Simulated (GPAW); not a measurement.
A run of GPAW 26.7.0 is set up as follows.

Contents of run.py:

```python
from ase import Atoms
from ase.filters import FrechetCellFilter
from ase.io import write
from ase.optimize import BFGS
from gpaw import GPAW, PW, setup_paths

setup_paths.insert(0, '.')

atoms = Atoms(['W', 'C'],
              cell=[[2.9065, 0.0, 0.0],
                    [-1.45325, 2.5171028361, 0.0],
                    [0.0, 0.0, 2.8366]],
              scaled_positions=[[0.0, 0.0, 0.0],
                                [0.6666666667, 0.3333333333, 0.5]],
              pbc=True)

calc = GPAW(mode=PW(800),
            xc='PBEsol',
            kpts={'size': (9, 9, 8), 'gamma': True},
            occupations={'name': 'fermi-dirac', 'width': 0.05},
            nbands=19,
            convergence={'density': 1e-05, 'forces': 0.0001},
            maxiter=150,
            txt='gpaw.txt')
atoms.calc = calc
opt = BFGS(FrechetCellFilter(atoms), trajectory='relax.traj', logfile='-')
done = opt.run(fmax=0.02, steps=60)
calc.write('gs.gpw')
write('result.traj', atoms)
print('Converged:', done)
print('Cell:', atoms.cell.cellpar().round(4))
print('Volume:', round(atoms.get_volume(), 4))
print(atoms.get_scaled_positions().round(5))
```

Potentials or basis: PAW data sets generated in the run's folder for this functional, pw.

Run with:

```bash
$ gpaw-setup -f PBEsol C W
$ OMP_NUM_THREADS=1 python run.py
```

Estimate the space group after relaxing (to 0.05 Å).

P-6m2 (No. 187).

Predict the band gap on the k mesh.

none (metal or under the smearing width).

What does it give for the relaxed cell?

a = 2.898 Å, b = 2.898 Å, c = 2.825 Å, α = 90.00°, β = 90.00°, γ = 120.00°.

Step by step:
| step | energy change (eV) | largest force (eV/Å) | pressure (GPa) | volume (Å³) |
| --- | --- | --- | --- | --- |
| 1 | 0.0000 | 0.0000 | -3.92 | 20.75 |
| 2 | -0.0019 | 0.0000 | -1.73 | 20.64 |
| 3 | -0.0022 | 0.0000 | 0.02 | 20.55 |

Caveat: later steps reuse the first step's grids. The run has no spin-orbit coupling, so splittings on W are missing.
